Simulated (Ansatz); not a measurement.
# How BeTe answers to pressure

```cif
data_structure
_symmetry_space_group_name_H-M 'F-43m'
_symmetry_Int_Tables_number 216
_cell_length_a 5.5400
_cell_length_b 5.5400
_cell_length_c 5.5400
_cell_angle_alpha 90.000
_cell_angle_beta 90.000
_cell_angle_gamma 90.000
_cell_volume 170.03
loop_
_atom_site_label
_atom_site_type_symbol
_atom_site_symmetry_multiplicity
_atom_site_Wyckoff_symbol
_atom_site_fract_x
_atom_site_fract_y
_atom_site_fract_z
_atom_site_occupancy
Be1 Be 4 a 0.00000 0.00000 0.00000 1
Te1 Te 4 c 0.25000 0.25000 0.25000 1
```

The runs use the primitive cell with vectors (0.000, 2.770, 2.770), (2.770, 0.000, 2.770), (2.770, 2.770, 0.000) Å, to which the k mesh refers.

The cell is COD entry 9008838, as deposited and not checked against the literature; nothing was relaxed. It differs from other determinations.

Spin–orbit coupling is left out, though it moves levels of the heavy atoms by tenths of an eV or more.

All numbers below come from DFT, PBE, all-electron LAPW, scalar-relativistic (Ansatz 0.2.0).

Sampling and basis: a Γ-centred 11×11×11 k mesh, Fermi–Dirac smearing of 0.05 eV, basis error target 0.5 meV/atom, no spin polarisation.

The cell is scaled evenly with fractional coordinates held. Semilocal gaps are too small, but their slopes carry over better.

```json
{"V/V(cell)": "0.9500", "P (GPa)": "8.38", "gap on the k mesh (eV)": "1.753"}
{"V/V(cell)": "0.9750", "P (GPa)": "6.20", "gap on the k mesh (eV)": "1.823"}
{"V/V(cell)": "1.0000", "P (GPa)": "4.27", "gap on the k mesh (eV)": "1.888"}
{"V/V(cell)": "1.0250", "P (GPa)": "2.55", "gap on the k mesh (eV)": "1.950"}
```

(1) From the rows at 0.9750 and 1.0250, what is the bulk modulus at the cell's volume?

(2) What are the gap's volume deformation potential and pressure coefficient?

(3) Predict the row at V/V(cell) = 1.0500. How far is a linear estimate of P off?

Results:

(1) B = −ΔP/Δln V = −[(2.55) − (6.20)]/0.05001 = 73.0 GPa. This is the modulus at 4.27 GPa, not at zero pressure.

(2) dEg/dln V = (1.950 − 1.823)/0.05001 = 2.54 eV, and dEg/dP = −(dEg/dln V)/B = -35 meV/GPa: pressure narrows the gap.

(3) P = 1.02 GPa, gap 2.008 eV. The linear estimate P(cell) − B ln(V/V(cell)) = 0.71 GPa misses by 0.31 GPa, since the modulus falls on expansion.
